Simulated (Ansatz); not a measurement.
A relaxed cell of HfN is given with its symmetry left out. The cell was found from a structure generator's guess, not taken from experiment.

All numbers below come from DFT PBE, scalar-relativistic, plane waves, PAW (Ansatz). Cutoff 420 eV, Γ-centred mesh, Gaussian smearing, no spin polarisation.

```
Hf N
1.0
     2.82503    0.00000    0.00000
     0.00000    2.82503    0.00000
     0.00000    0.00000    2.82503
Hf N
1 1
Direct
  0.00000 0.00000 0.00000
  0.50000 0.50000 0.50000
```

Energies over the elements count from the elements' standard structures at the same level (N₂ as a molecule), with no fitted energy shifts.

(1) What space group does it have?

(2) What is its formation energy per atom?

(3) Is it a metal?

Answers

(1) Pm-3m (No. 221), the caesium chloride type. Conventional cell: a = 2.825 Å. Hf is surrounded by 8 N at 2.45 Å and 6 Hf at 2.83 Å; N is surrounded by 8 Hf at 2.45 Å and 6 N at 2.83 Å.

(2) −0.67 eV/atom.

(3) Yes, bands cross the Fermi level on the 20×20×20 mesh.

The last run used a 20×20×20 mesh for its 2-atom cell and Gaussian smearing of 0.10 eV. Spin–orbit coupling, which can matter for Hf, is left out. The cell is a metal run without spin; a magnetic state may lie lower. Symmetry constrained the relaxation, so the result can be a saddle point. Another cell of HfN relaxed alike, in P6_3/mmc, lies 0.97 eV/atom lower, so this cell isn't the stable form at this level.
